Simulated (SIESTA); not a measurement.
The system is Pb.

```
Pb
1.0
     0.00000    3.43900    3.43900
     3.43900    0.00000    3.43900
     3.43900    3.43900    0.00000
Pb
2
Cartesian
  1.7195 1.7195 1.7195
  0.0000 0.0000 0.0000
```

This isn't the form of Pb at room conditions, which is fcc.

```yaml
Program: SIESTA 5.4.2
Task: relaxation of cell and atoms
Functional: PBE
Potentials_or_basis: PseudoDojo 0.4 standard (PBE files)
Basis: TZP (energy shift 0.003 Ry; two zetas on semicore shells)
Grid_cutoff: 500 Ry
Energy_shift: 0.003 Ry
k_mesh: 5 × 5 × 5
Occupations: fermi-dirac, width 0.05 eV
Spin: no spin polarisation
```

At the start: pressure 2.9 GPa; volume 40.67 Å³/atom.

Question: Where does the relaxation end?

Answer: Over 3 steps the energy falls by 33.0 meV/atom and the volume is 44.45 Å³/atom (+9.3 %); space group Fd-3m (No. 227, to 0.05 Å).

The path:
| step | energy change (eV) | largest force (eV/Å) | pressure (GPa) | volume (Å³) |
| --- | --- | --- | --- | --- |
| 1 | 0.0000 | 0.0001 | 2.93 | 81.34 |
| 2 | -0.0401 | 0.0002 | 1.71 | 84.19 |
| 3 | -0.0659 | 0.0002 | 0.10 | 88.89 |

Final structure:
```xyz
2
Lattice="0.0002 3.5424 3.5424 3.5424 0.0002 3.5424 3.5424 3.5424 0.0002" Properties=species:S:1:pos:R:3 pbc="T T T"
Pb    1.7712    1.7712    1.7712
Pb    0.0000    0.0000    0.0000
```

Caveat: the basis of atomic orbitals isn't converged, which shifts pressures, moduli and gaps.
